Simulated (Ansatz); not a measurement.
**BP: the band gap up the ladder of functionals**

One table from this session's results is given with a row withheld; the runs are named, their logs left out.

The runs shown are made with Ansatz 0.2.0. PAW datasets, plane waves. Spin-unpolarised throughout; all numbers are computed.

## The cell

The cell was relaxed beforehand with r2SCAN.

It is cubic, F-43m (No. 216); a = 4.537 Å in the conventional setting, 11.67 Å³ an atom. B has 4 P at 1.96 Å; P has 4 B at 1.96 Å.

Coordinates:

```
B P
1.0
     0.00000    2.26832    2.26832
     2.26832    0.00000    2.26832
     2.26832    2.26832    0.00000
B P
1 1
Direct
  0.00000 0.00000 0.00000
  0.25000 0.25000 0.25000
```

Set-up of the first run:

input.yaml

```yaml
crystal:
  lattice:
    - [0.0, 2.2683154741, 2.2683154741]
    - [2.2683154741, 0.0, 2.2683154741]
    - [2.2683154741, 2.2683154741, 0.0]
  atoms:
    - { symbol: B, position: [0.0, 0.0, 0.0] }
    - { symbol: P, position: [0.25, 0.25, 0.25] }
kpoints:
  mp_grid: { grid: [10, 10, 10] }
  band_path:
    path:
      - [[0.0, 0.0, 0.0], [-0.5, -0.5, -8.227162528218e-34], [-0.375, -0.375, 0.25]]
      - [[-0.375, 1.607814078788e-17, 0.375], [0.0, 0.0, 0.0], [-2.641427252713e-18, -2.641427252713e-18, 0.5], [-0.5, -0.25, 0.25], [-0.5, -0.5, -8.227162528218e-34]]
    npoints: 10
hamiltonian:
  xc: pbe
scf:
  occupations: { method: fermi_dirac, width: 0.02 }
  n_extra_bands: 4
output:
  forces: true
  stress: true
  eigenvalues: true
```

Started as:

```
$ ansatz run input.yaml --threads 2 --pin off --max-ram 2211MiB --backend cpu --events-out ev --progress --plain --runs-dir out
```

Steps of the session up to this table: PBE band path; r2SCAN; HSE06 at the same geometry; PBE0; LDA; One-shot GW from PBE; Quasiparticle levels, G0W0@PBE; Single point with DDH-PBE0; r2SCAN0; Hartree-Fock at the same geometry.

One table of the session follows, with a row left open; its other results are not shown here.

| level | gap (eV) |
| --- | --- |
| PBE | ? |
| r2SCAN | 1.41 |
| HSE06 | 1.96 |
| PBE0 | 2.66 |
| LDA | 1.18 |
| G0W0@PBE (69 empty bands) | 1.85 |
| G0W0@PBE (172 empty bands) | 1.95 |
| DDH-PBE0 | 1.85 |
| r2SCAN0 | 2.74 |
| Hartree-Fock | 7.86 |

Q: Estimate the row for PBE from the others.

**Answer.** gap (eV): 1.24. In the column «gap (eV)» it lies between LDA (1.18) and r2SCAN (1.41).

Meshes: PBE 10×10×10, r2SCAN 10×10×10, HSE06 6×6×6, PBE0 6×6×6, LDA 10×10×10, DDH-PBE0 6×6×6, r2SCAN0 6×6×6, Hartree-Fock 6×6×6

LDA gives the least gap, 1.18 eV, and Hartree-Fock the largest, 7.86 eV. PBE reaches 64 % of the G0W0@PBE value, and r2SCAN 72 %. PBE0 lies 0.70 eV above HSE06, which differs from it by screening the long-range exchange. Hartree-Fock lies above G0W0@PBE by 5.9 eV. No extrapolation in bands, cutoff or mesh was made for G0W0.

Caveats from the session: Warnings in the runs' records: stress scf threshold loose, stress exchange threshold loose.
